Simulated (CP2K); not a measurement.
## In under changes of volume

One of the cells (26.686 Å³/atom); the others are scaled copies at fixed shape and fractional positions:

```
CELL_PARAMETERS angstrom
3.26063 0.00000 0.00000
-1.08688 3.07415 0.00000
-1.08688 -1.53708 2.66229
ATOMIC_POSITIONS crystal
In 0.00000 0.00000 0.00000
```

This isn't the form of In at room conditions, which is tetragonal.

```yaml
Program: CP2K 2026.2
Functional: PBEsol
Potentials_or_basis: POTENTIAL_UZH In GTH-PBE-q13; TZVP-MOLOPT-PBE-GTH basis
Density_cutoff: 6123 eV
k_mesh: 10 × 10 × 10
Occupations: fermi-dirac, width 0.1 eV
Spin: no spin polarisation
```

```tsv
volume (Å³/atom)	energy over the lowest point (meV/atom)	pressure (GPa)
25.085	4.94	1.8
25.618	?	?
26.152	0.00	-0.2
26.686	1.97	-1.0
27.220	6.45	-1.7
27.753	13.15	-2.3
28.287	21.82	-2.9
```

Question: What does the run at 25.618 Å³/atom give?

Answer: Energy over the lowest point 0.86 meV/atom; pressure 0.8 GPa.

Worked out: A Birch-Murnaghan fit of order 3 (a polynomial in V^(-2/3)) to the other rows has its minimum at 26.04 Å³/atom with B0 = V·E''(V) = 43 GPa and B' = 4.9. It gives 0.87 meV/atom at 25.618 Å³/atom, against the run's 0.86, and -dE/dV = 0.7 GPa, against 0.8.

Energies are extrapolated to zero smearing.

Caveats: the potentials were made for another functional, which shifts forces and pressure; the basis of atomic orbitals isn't converged, which shifts pressures, moduli and gaps.
